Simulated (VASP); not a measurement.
Write the native input for VASP 6.6.1 that does the following.

```
Task                   : band structure
Functional             : r2SCAN
Potentials or basis    : VASP PAW PBE potentials, release 64 (Al, As)
Cutoff                 : 520 eV
k mesh                 : 8 × 8 × 8
Occupations            : gaussian, width 0.03 eV
Spin                   : no spin polarisation
Further INCAR settings : ALGO = Normal; EDIFF = 1e-06; NBANDS = 11
```

The structure of AlAs lies in POSCAR:

```
AlAs                                    
1.0
    0.0000000000      2.8408844734      2.8408844734
    2.8408844734      0.0000000000      2.8408844734
    2.8408844734      2.8408844734      0.0000000000
  Al              As            
     1     1
Direct
     0.0000000000000000    0.0000000000000000    0.0000000000000000
     0.2500000000000000    0.2500000000000000    0.2500000000000000
```

The input as run:

INCAR

```
ALGO = Normal
EDIFF = 1E-6
ENCUT = 520
ISIF = 2
ISMEAR = 0
LASPH = T
LCHARG = F
LMIXTAU = T
LREAL = F
LWAVE = F
METAGGA = R2SCAN
NBANDS = 11
NELM = 80
PREC = Accurate
SIGMA = 0.03
```

KPOINTS

```
k-points
0
Gamma
  8 8 8
```

KPOINTS_OPT

```
explicit points
302
Reciprocal
 0.0000000000  0.0000000000  0.0000000000 1
 0.0263157895  0.0000000000  0.0263157895 1
 0.0526315789  0.0000000000  0.0526315789 1
 0.0789473684  0.0000000000  0.0789473684 1
 0.1052631579  0.0000000000  0.1052631579 1
 0.1315789474  0.0000000000  0.1315789474 1
[... 294 lines left out ...]
 0.5111486200  0.0222972300  0.5111486200 1
 0.4888513800 -0.0222972300  0.4888513800 1
```

Potentials or basis: VASP PAW PBE potentials, release 64 (Al, As).

Launch:

```sh
$ cat potpaw_PBE.64/Al/POTCAR potpaw_PBE.64/As/POTCAR > POTCAR
$ mpirun -np 1 vasp_std > vasp.out
```

Results of the run:

```json
{
 "Pressure": "-0.2 GPa",
 "Band gap on the k mesh": "1.81 eV, indirect (least direct gap 2.61 eV)",
 "Band gap along the path": "1.81 eV, indirect (least direct gap 2.61 eV)"
}
```

Caveat: the PAW data sets were made with another functional, which shifts forces and pressure a little.

Run time: 3 min on 1 thread of Intel(R) Xeon(R) 6975P-C (Granite Rapids) (shared host), peak memory 0.18 GiB.
